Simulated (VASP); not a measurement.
# CO (Fm-3m) in VASP: single point with PBE

Aim: the single point of CO with PBE.

All numbers are computed with VASP 6.6.1; they aren't measurements. Logs are shortened: lines on timing, memory, paths and dates and some standing lists are left out, and cuts for length are marked.

## 1. The structure

It takes space group Fm-3m (No. 225, cubic). Conventional cell: a = 3.936 Å, b = 3.936 Å, c = 3.936 Å, α = 90.00°, β = 90.00°, γ = 90.00°. O (site symmetry m-3m) has 6 C at 1.97 Å as nearest neighbours. C (site symmetry m-3m) is surrounded by 6 O at 1.97 Å.

The cell was built by a generator and needn't be a form met in nature.

## 2. Single point, PBE

The input, INCAR:

```
SYSTEM = CO
ALGO = Normal
EDIFF = 1E-7
ENCUT = 520
GGA = PE
ISIF = 2
ISMEAR = 1
LASPH = .TRUE.
LCHARG = .FALSE.
LREAL = .FALSE.
LWAVE = .FALSE.
NBANDS = 12
NELM = 100
PREC = Accurate
SIGMA = 0.0314
```

The input, KPOINTS:

```
k-points
0
G
  11 11 11
  0 0 0
```

The input, POSCAR:

```
CO
1.0
    0.0000000000      1.9679420000      1.9679420000
    1.9679420000      0.0000000000      1.9679420000
    1.9679420000      1.9679420000      0.0000000000
O C
1 1
Direct
    0.5000000000      0.5000000000      0.5000000000
    0.0000000000      0.0000000000      0.0000000000
```

Potentials or basis: VASP PAW PBE potentials, release 64 (O, C).

Run with:

```sh
$ cat potpaw_PBE.64/O/POTCAR potpaw_PBE.64/C/POTCAR > POTCAR
$ mpirun -np 1 vasp_std > vasp.out
```

OUTCAR:

```text
SYSTEM = CO
   EDIFF = 1E-7
   ENCUT = 520
   GGA = PE
   ISIF = 2
   ISMEAR = 1
   LASPH = .TRUE.
   LREAL = .FALSE.
   NELM = 100
   PREC = Accurate

 ion  position               nearest neighbor table
   1  0.500  0.500  0.500-   2 1.97   2 1.97   2 1.97   2 1.97   2 1.97   2 1.97
   2  0.000  0.000  0.000-   1 1.97   1 1.97   1 1.97   1 1.97   1 1.97   1 1.97

  LATTYP: Found a face centered cubic cell.
 ALAT       =     3.9358840000

  Lattice vectors:

 A1 = (   0.0000000000,   1.9679420000,   1.9679420000)
 A2 = (   1.9679420000,   0.0000000000,   1.9679420000)
 A3 = (   1.9679420000,   1.9679420000,   0.0000000000)

Analysis of symmetry for initial positions (statically):
=====================================================================
 Subroutine PRICEL returns:
 Original cell was already a primitive cell.

 Routine SETGRP: Setting up the symmetry group for a
 face centered cubic supercell.

 Subroutine GETGRP returns: Found 48 space group operations
 (whereof 48 operations were pure point group operations)
 out of a pool of 48 trial point group operations.

The static configuration has the point symmetry O_h .

Analysis of symmetry for dynamics (positions and initial velocities):
=====================================================================
 Subroutine PRICEL returns:
 Original cell was already a primitive cell.

 Routine SETGRP: Setting up the symmetry group for a
 face centered cubic supercell.

 Subroutine GETGRP returns: Found 48 space group operations
 (whereof 48 operations were pure point group operations)
 out of a pool of 48 trial point group operations.

The dynamic configuration has the point symmetry O_h .

 Subroutine INISYM returns: Found 48 space group operations
 (whereof 48 operations are pure point group operations),
 and found     1 'primitive' translations

----------------------------------------------------------------------------------------

                                     Primitive cell

  volume of cell :      15.2429

  direct lattice vectors                    reciprocal lattice vectors
     0.000000000  1.967942000  1.967942000    -0.254072529  0.254072529  0.254072529
     1.967942000  0.000000000  1.967942000     0.254072529 -0.254072529  0.254072529
     1.967942000  1.967942000  0.000000000     0.254072529  0.254072529 -0.254072529

  length of vectors
     2.783090266  2.783090266  2.783090266     0.440066528  0.440066528  0.440066528

  position of ions in fractional coordinates (direct lattice)
     0.500000000  0.500000000  0.500000000
     0.000000000  0.000000000  0.000000000

[... 89 lines left out ...]
   EMIN   =  10.00;   EMAX   =-10.00  energy-range for DOS
   EFERMI =   0.00;   METHOD = LEGACY
   ISMEAR =     1;   SIGMA  =   0.03  broadening in eV -4-tet -1-fermi 0-gaus
   EFERMI_NEDOS =   21; number of points for ismear=-14 and -15
   IALGO  =     38    algorithm
   IMIX   =      4    mixing-type and parameters
     AMIX     =   0.40;   BMIX     =  1.00
     AMIX_MAG =   1.60;   BMIX_MAG =  1.00
  volume/ion in A,a.u.               =       7.62        51.43
  Fermi-wavevector in a.u.,A,eV,Ry     =   1.422501  2.688137 27.531507  2.023509
  Thomas-Fermi vector in A             =   2.543198
   LORBIT       =      0    0 simple, 1 ext, 2 COOP (PROOUT), +10 PAW based schemes
   GGA     = PE    functional components
   LHFCALC =     F    Hartree Fock is set to
   AEXX    =    0.0000 exact exchange contribution
   IVDW    =     0    specifies the selected vdW correction
   LEPSILON=     F    determine dielectric tensor
   LRPA    =     F    only Hartree local field effects (RPA)
 non-spin polarized calculation
 Methfessel and Paxton  Order N= 1 SIGMA  =   0.03
  energy-cutoff  :      520.00
  volume of cell :       15.24
 maximum number of plane-waves:       420
 NGX is ok and might be reduce to    24
   NGX = 11   NGY = 11   NGZ = 11

 number of electron      10.0000002 magnetization

 Free energy of the ion-electron system (eV)
  ---------------------------------------------------
  ext. energy  EPLUGINS =         0.00000000
  ---------------------------------------------------
  free energy    TOTEN  =        -9.43754774 eV

  energy without entropy =       -9.43758057  energy(sigma->0) =       -9.43755869

 E-fermi :   6.2496     XC(G=0): -12.1919

 val. band max:        6.0892854958   @ k =  -0.3636   0.0909   0.0000
 cond. band min:       6.2760086739   @ k =  -0.3636   0.0909   0.0000
 fundamental gap:      0.1867231781
 Fermi energy:         6.2495735721

 k-point     1 :       0.0000    0.0000    0.0000
  band No.  band energies     occupation
      1     -16.2872      2.00000
      2       0.0334      2.00000
      3       2.1558      2.00000
      4       2.1558      2.00000
      5       2.1558      2.00000
      6      10.0122      0.00000
      7      10.0122      0.00000
      8      10.0122      0.00000
      9      23.4422      0.00000
     10      23.4422      0.00000
     11      23.4422      0.00000
     12      26.4270      0.00000
[... 331 lines left out ...]
 k-point    24 :      -0.1818    0.1818    0.0000
  band No.  band energies     occupation
      1     -14.8913      2.00000
      2      -4.0029      2.00000
      3       0.3889      2.00000
      4       2.8666      2.00000
      5       5.6757      2.00000
      6       7.0130      0.00000
      7       7.3962      0.00000
      8      10.3013      0.00000
      9      21.2578      0.00000
     10      25.9811      0.00000
     11      26.6563      0.00000
     12      29.3345      0.00000

 [... further k-points ...]

------------------------ aborting loop because EDIFF is reached ----------------------------------------

  FORCE on cell =-STRESS in cart. coord.  units (eV):
  Direction    XX          YY          ZZ          XY          YZ          ZX
  --------------------------------------------------------------------------------------
  -------------------------------------------------------------------------------------
  Total        0.5151056      0.5151056      0.5151056     -0.0000000      0.0000000     -0.0000000
  in kB       54.1427052     54.1427052     54.1427052     -0.0000000      0.0000000     -0.0000000
  external PRESSURE =      54.1427052 kB  Pullay stress =       0.0000000 kB

 VOLUME and BASIS-vectors are now :
 -----------------------------------------------------------------------------
  energy-cutoff  :      520.00
  volume of cell :       15.24
      direct lattice vectors                 reciprocal lattice vectors
     0.000000000  1.967942000  1.967942000    -0.254072529  0.254072529  0.254072529
     1.967942000  0.000000000  1.967942000     0.254072529 -0.254072529  0.254072529
     1.967942000  1.967942000  0.000000000     0.254072529  0.254072529 -0.254072529

 POSITION                                       TOTAL-FORCE (eV/Angst)
 -----------------------------------------------------------------------------------
      1.96794      1.96794      1.96794         0.000000      0.000000      0.000000
      0.00000      0.00000      0.00000         0.000000      0.000000      0.000000
 -----------------------------------------------------------------------------------
    total drift:                                0.000000     -0.000000      0.000000

  FREE ENERGIE OF THE ION-ELECTRON SYSTEM (eV)
  ---------------------------------------------------
  free  energy   TOTEN  =        -9.4375477432 eV

  energy  without entropy=       -9.4375805705  energy(sigma->0) =       -9.43755869
```

OSZICAR:

```text
N       E                     dE             d eps       ncg     rms          rms(c)
DAV:   1     0.216810314801E+02    0.21681E+02   -0.60516E+03  1360   0.829E+02
DAV:   2    -0.912305006181E+01   -0.30804E+02   -0.29590E+02  1676   0.157E+02
DAV:   3    -0.989316076071E+01   -0.77011E+00   -0.76811E+00  1680   0.212E+01
DAV:   4    -0.989504881950E+01   -0.18881E-02   -0.18880E-02  1480   0.123E+00
DAV:   5    -0.989505236308E+01   -0.35436E-05   -0.35438E-05  1680   0.502E-02    0.503E+00
DAV:   6    -0.964722376270E+01    0.24783E+00   -0.95809E+00  1376   0.139E+01    0.408E+00
DAV:   7    -0.943140549896E+01    0.21582E+00   -0.21330E+00  1372   0.593E+00    0.764E-01
DAV:   8    -0.943920684392E+01   -0.78013E-02   -0.72614E-02  1416   0.163E+00    0.299E-01
DAV:   9    -0.943777254682E+01    0.14343E-02   -0.69599E-03  1572   0.404E-01    0.125E-01
DAV:  10    -0.943756263769E+01    0.20991E-03   -0.24110E-03  1456   0.220E-01    0.377E-02
DAV:  11    -0.943754735212E+01    0.15286E-04   -0.23713E-04  1504   0.732E-02    0.192E-02
DAV:  12    -0.943754808814E+01   -0.73602E-06   -0.10752E-05  1432   0.285E-02    0.562E-03
DAV:  13    -0.943754781289E+01    0.27525E-06   -0.15273E-06  1608   0.786E-03    0.524E-04
DAV:  14    -0.943754774324E+01    0.69646E-07   -0.16898E-08   952   0.133E-03
   1 F= -.94375477E+01 E0= -.94375587E+01  d E =0.328272E-04
```

stdout:

```text
POSCAR found type information on POSCAR O C
 POSCAR found :  2 types and       2 ions
 scaLAPACK will be used
 LDA part: xc-table for (Slater+PW92), standard interpolation
 POSCAR, INCAR and KPOINTS ok, starting setup
 FFT: planning ... GRIDC
 FFT: planning ... GRID_SOFT
 FFT: planning ... GRID
 WAVECAR not read
 entering main loop
```

Wall time 4.6 s (1 thread of Intel Xeon 6975P-C (Granite Rapids), shared host); peak memory 0.13 GiB.

What came out:

* Free energy: -9.4375 eV
* Pressure: 5.4 GPa
* Band gap on the k mesh: 0.19 eV, direct

Levels at points of the mesh, in eV from the valence-band top:
```
           k point  band 1  band 2  band 3  band 4  band 5  band 6  band 7  band 8  band 9  band 10
(0.00, 0.00, 0.00)  -22.38   -6.06   -3.93   -3.93   -3.93    3.92    3.92    3.92   17.35    17.35
```

Caveat: an odd mesh through Γ misses points on the zone boundary, where band edges often lie.
